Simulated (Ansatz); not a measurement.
**Effect of isotropic strain −0.68 % on AlSb**

The parent structure is AlSb in the zinc blende structure (space group F-43m, No. 216; a = 6.157 Å).

Perturbation: an isotropic linear strain of −0.68 %; the atoms relax in the strained cell.

Computed with PBEsol in Ansatz (plane waves to 420 eV, PAW, no SOC). Settings: 13×13×13 k-points, 0.05 eV Fermi–Dirac smearing.

The volume per atom decreases by 0.591 Å³, from 29.18 Å³ to 28.58 Å³ and the space group is still F-43m (No. 216). The shortest interatomic distance shrinks by 0.018 Å to 2.648 Å and the energy rises by 2.1 meV/atom. The pressure grows by 1.15 GPa, from 0.01 GPa to 1.16 GPa and the band gap drops by 0.03 eV to 1.11 eV. The smallest direct gap goes up by 0.16 eV, from 1.47 eV to 1.63 eV and the width of the top valence band grows by 0.07 eV, from 2.73 eV to 2.80 eV. The electron mass stays 2.8 mₑ along k, 0.22 mₑ across (off the special points) and the hole mass (degenerate bands, along [100]) changes from 0.086, 0.35, 0.35 mₑ (at Γ) to 0.093, 0.35, 0.35 mₑ (at Γ). The valley order (the lowest conduction-band minima on the path, energy above the VBM, named in the base's zone) becomes a point along ⟨100⟩, about 0.9 Å⁻¹ from Γ 1.11 eV; L along ⟨111⟩ 1.34 eV; Γ 1.63 eV (base: a point along ⟨100⟩, about 0.9 Å⁻¹ from Γ 1.14 eV; L along ⟨111⟩ 1.28 eV; Γ 1.47 eV).

Final structure:

```
CELL_PARAMETERS angstrom
      0.00000     3.05759     3.05759
      3.05759     0.00000     3.05759
      3.05759     3.05759     0.00000
ATOMIC_POSITIONS crystal
  Sb 0.75000 0.75000 0.75000
  Al 0.00000 0.00000 0.00000
```

Cost of the whole job for the changed cell (relaxation, final SCF and bands): about 30 core-seconds (a rough figure).

With Sb present, leaving out spin-orbit coupling can change the band edges. Masses are band curvatures over ±0.01 Å⁻¹ around the edge. Along k means along the line from Γ to the band edge. No phonon test of stability was made.

Ansatz is a quantum-chemistry and plane-wave program.
